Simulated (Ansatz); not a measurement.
## From formation energies to a reaction energy: Cd2F3

These are results of DFT PBE, scalar-relativistic, plane waves, PAW (Ansatz), not measurements. Settings: cutoff 420 eV, Γ-centred meshes spaced at most about 0.3 Å⁻¹, and about 0.25 Å⁻¹ or finer for metals (2π included), Gaussian smearing. No spin polarisation.

Formation energies are uncorrected and refer to the elements' standard structures at the same level (F₂ as a molecule).

All energies are static (0 K, no zero-point motion). No dispersion correction is applied, so the spacing and binding between layers, chains or molecules are poorly described (Cd2F3 P4/mmm). In Cd2F3 P4/mmm an odd number of electrons in the primitive cell allows no gap without spin; a larger cell or a magnetic state could open one. A magnetic state wasn't ruled out in cells without spin, among them Cd2F3 P4/mmm.

A trial structure of Cd2F3 (reached from: ordered vacancies on the cation sites of caesium chloride; relaxed: space group P4/mmm (No. 123), a = 3.101 Å, c = 9.266 Å) has a formation energy of -1.621 eV/atom. At its composition the lowest mixture among the elements and 1 reference phase computed alike (others may be missing) consists of these:

```csv
phase,source,ΔE_f (eV/atom)
Cd (solid),element,-0.003
CdF2 (Fm-3m),Materials Project,-2.177
```

The lowest database cell of Cd (-0.003) lies slightly below the reference, hence the non-zero entry.

Question: Write the balanced decomposition and find its energy per atom, per formula unit and per mole of formula units.

Answer: Balancing Cd and F gives 2 Cd2F3 → Cd + 3 CdF2. The left side holds 10 atoms, and the products take 1/10 (Cd) and 9/10 (CdF2) of them. The mixture therefore lies at 1/10 × (-0.003) + 9/10 × (-2.177) = -1.960 eV/atom. The reaction energy is -1.960 − (-1.621) = -0.339 eV/atom. Times 5 atoms that is -1.695 eV per Cd2F3, and times 96.485 it is -164 kJ per mole of Cd2F3. Decomposition is downhill, so the trial structure is unstable against this mixture.
